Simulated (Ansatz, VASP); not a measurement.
# MgTe: VASP beside Ansatz

File INCAR:

```
ALGO = Normal ; EDIFF = 1E-7
ENCUT = 520 ; GGA = PE
ISIF = 2 ; ISMEAR = -1
LASPH = True ; LCHARG = False
LREAL = False ; LWAVE = False
NBANDS = 11 ; NELM = 60
PREC = Accurate ; SIGMA = 0.05
```

The input KPOINTS:

```
k-points
0
Gamma
  7 7 7
```

POSCAR

```
MgTe
1.0
    0.0000000000      3.1660211513      3.1660211513
    3.1660211513      0.0000000000      3.1660211513
    3.1660211513      3.1660211513      0.0000000000
Te Mg
1 1
Direct
    0.2500000000      0.2500000000      0.2500000000
    0.0000000000      0.0000000000      0.0000000000
```

File input.yaml:

```yaml
crystal:
  lattice:
    - [0.0, 3.1660211513, 3.1660211513]
    - [3.1660211513, 0.0, 3.1660211513]
    - [3.1660211513, 3.1660211513, 0.0]
  atoms:
    - { symbol: Te, position: [0.25, 0.25, 0.25] }
    - { symbol: Mg, position: [0.0, 0.0, 0.0] }
hamiltonian:
  xc: pbe
  pseudopotentials: { kind: paw }
kpoints:
  mp_grid: { grid: [7, 7, 7] }
scf:
  occupations: { method: fermi_dirac, width: 0.05 }
output:
  forces: true
  stress: true
  eigenvalues: true
  write_density: true
  write_potential: true
  elf: true
  volumetric_format: npy
```

Change from the starting cell: volume scaled by 0.94.

Alike in both runs: task single point; functional PBE; k mesh 7 × 7 × 7; occupations fermi-dirac, width 0.05 eV; no spin polarisation.

```csv
,VASP,Ansatz
version,VASP 6.6.1,Ansatz 0.2.0
potentials or method,"VASP PAW PBE potentials, release 64 (Te, Mg)",Ansatz PAW
plane-wave cutoff (eV),520,420
valence electrons in the cell,8,26
```

VASP gave:

```
gap on the k mesh at the Fermi level (eV) : 2.69
least direct gap on the mesh (eV)         : 2.69
pressure (GPa)                            : 3.3
```

Question: Which values does Ansatz return?

Answer: gap on the k mesh at the Fermi level (eV): 2.70; least direct gap on the mesh (eV): 2.70; pressure (GPa): 3.3.

The two sets of potentials don't hold the same shells in valence.

Caveats: spin-orbit coupling is left out, which moves the levels of the heavy elements; an odd mesh through Γ misses points on the zone boundary, where band edges often lie (VASP); odd divisions of the mesh miss points on the zone boundary, where band edges often lie, so the gap on the mesh can be too wide (Ansatz).
